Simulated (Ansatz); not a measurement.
ZrSe2 under compression and expansion

```
Zr Se
1.0
     3.79719    0.00000    0.00000
    -1.89859    3.28846    0.00000
     0.00000    0.00000    6.79277
Zr Se
1 2
Direct
  0.00000 0.00000 0.00000
  0.33333 0.66667 0.23319
  0.66667 0.33333 0.76681
```

The conventional cell has a = 3.797 Å, b = 3.797 Å, c = 6.793 Å, α = 90.00°, β = 90.00°, γ = 120.00°. Zr (atom 1) has 6 Se at 2.70 Å as nearest neighbours. Around Se (atom 2) lie 3 Zr at 2.70 Å.

The structure comes from a relaxation in the same program, started in the CdI2 type, and has space group P-3m1. Whether it is a known phase or the ground state wasn't checked.

Methods: DFT, PBE, all-electron LAPW, scalar-relativistic (Ansatz 0.2.0); DFT, PBE, PAW with Ansatz's default frozen-core files, scalar-relativistic (Ansatz 0.2.0).

For LAPW: a Γ-centred 11×11×6 k mesh, Fermi–Dirac smearing of 0.08 eV, basis error target 1 meV/atom, no spin polarisation. PAW takes a cutoff of 420 eV at this cell. The Ansatz runs share mesh, smearing and spin set-up. Plane-wave (PAW) pressures include the program's estimate of the Pulay term.

The cell above is scaled evenly, with fractional coordinates and shape held.

| V/V(cell) | V (Å³/atom) | P, LAPW (GPa) | P, PAW (GPa) | gap on the k mesh, LAPW (eV) | free energy over the lowest listed, PAW (meV/atom) |
| --- | --- | --- | --- | --- | --- |
| 0.9405 | 26.591 | 4.89 | 4.88 | 0.32 | 24.5 |
| 0.9800 | 27.708 | 1.51 | 1.50 | 0.39 | 2.6 |
| 1.0000 | 28.274 | 0.03 | 0.02 | 0.42 | 0.0 |
| 1.0200 | 28.839 | -1.30 | -1.31 | 0.45 | 2.3 |
| 1.0600 | 29.970 | -3.58 | -3.59 | 0.50 | 19.9 |

Q: What do Birch–Murnaghan fits to the pressures give?

A: LAPW: V0 = 28.29 Å³/atom, B0 = 70 GPa, B0′ = 4.1; PAW: V0 = 28.28 Å³/atom, B0 = 70 GPa, B0′ = 4.1.

PAW's V0 lies -0.01 % from the all-electron value and its B0 0.0 %. With shape and internal coordinates held, B0 is an upper bound to the relaxed modulus.
